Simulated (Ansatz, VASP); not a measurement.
## One calculation of Zr, two programs

INCAR

```
SYSTEM = Zr
  PREC = Accurate
  ENCUT = 520
  EDIFF = 1E-7
  ISMEAR = -1
  SIGMA = 0.1
  LREAL = .FALSE.
  LASPH = .TRUE.
  NELM = 80
  ALGO = Normal
  ISIF = 2
  LWAVE = .FALSE.
  LCHARG = .FALSE.
  NBANDS = 19
```

Contents of KPOINTS:

```
Automatic mesh
0
G
  18 18 10
  0 0 0
```

POSCAR

```
Zr
1.0
    2.4931065582      0.0000000000      0.0000000000
   -1.2465532791      2.1590936137      0.0000000000
    0.0000000000      0.0000000000      4.0388326242
Zr
2
Direct
    0.3333333333      0.6666666667      0.2500000000
    0.6666666667      0.3333333333      0.7500000000
```

Input for Ansatz:

```yaml
crystal:
  lattice:
    - [2.4931065582, 0.0, 0.0]
    - [-1.2465532791, 2.1590936137, 0.0]
    - [0.0, 0.0, 4.0388326242]
  atoms:
    - { symbol: Zr, position: [0.3333333333, 0.6666666667, 0.25] }
    - { symbol: Zr, position: [0.6666666667, 0.3333333333, 0.75] }
kpoints:
  mp_grid: { grid: [18, 18, 10] }
scf:
  occupations: { method: fermi_dirac, width: 0.1 }
hamiltonian:
  xc: lda
  pseudopotentials: { kind: paw }
output:
  forces: true
  stress: true
  eigenvalues: true
```

Change from the starting cell: volume scaled by 0.499, to set the pressure.

Alike in both runs: task single point; functional LDA; k mesh 18 × 18 × 10; occupations fermi-dirac, width 0.1 eV; no spin polarisation.

```csv
,VASP,Ansatz
version,VASP 6.6.1,Ansatz 0.2.0
potentials or method,"VASP PAW LDA potentials, release 64 (Zr_sv)","PAW with Ansatz's default frozen-core files, scalar-relativistic"
plane-wave cutoff (eV),520,420
valence electrons in the cell,24,24
```

Ansatz gave:

```
pressure (GPa)                                  : 222.0
largest component of the traceless stress (GPa) : 19.48
```

Which values does VASP return?

Pressure (GPa): 224.5; largest component of the traceless stress (GPa): 19.52.

Caveats: the cell as given lies far from equilibrium; so large a pressure means that the cell lies far from this level's equilibrium, or that cutoff or potentials fall short (VASP).
